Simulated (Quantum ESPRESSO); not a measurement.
**Pr under changes of volume**

One of the cells (36.905 Å³/atom); the others are scaled copies at fixed shape and fractional positions:

```
Pr
1.0
    -2.09737    2.09737    2.09737
     2.09737   -2.09737    2.09737
     2.09737    2.09737   -2.09737
Pr
1
Direct
  0.00000 0.00000 0.00000
```

This isn't the form of Pr at room conditions, which is double hcp.

| Quantity | Value |
| --- | --- |
| Program | Quantum ESPRESSO 7.5 |
| Functional | PBE |
| Dispersion | D3(BJ) |
| Potentials or basis | SSSP 1.3 efficiency PBE |
| Cutoff | 748 eV |
| Density cutoff | 5987 eV |
| k mesh | 9 × 9 × 9 |
| Occupations | fermi-dirac, width 0.05 eV |
| Spin | collinear spin, ferromagnetic start |
| Starting moments | [2.0] μB |

```tsv
volume (Å³/atom)	energy over the lowest point (meV/atom)	pressure (GPa)	moment (μB per cell)
34.691	0.00	-4.9	2.98
35.429	24.47	-5.1	2.99
36.167	49.84	-5.3	3.00
36.905	?	?	?
37.643	103.06	-5.6	3.01
38.381	130.73	-5.8	3.01
39.119	159.04	-5.9	3.02
```

What does the run at 36.905 Å³/atom give?

Energy over the lowest point 76.06 meV/atom; pressure -5.5 GPa; moment 3.00 μB per cell.

Worked out: A Birch-Murnaghan fit of order 3 (a polynomial in V^(-2/3)) to the other rows has no minimum within the range. It gives 76.07 meV/atom at 36.905 Å³/atom, against the run's 76.06, and -dE/dV = -5.8 GPa, against -5.5. A straight line through the other rows of the moment, of slope 0.00823 μB per Å³/atom, gives 3.00 μB, against the run's 3.00.

Energies are extrapolated to zero smearing.

Caveats: the magnetic or orbital state may not be the lowest; pairwise dispersion overbinds metals, which lowers pressure and volume.
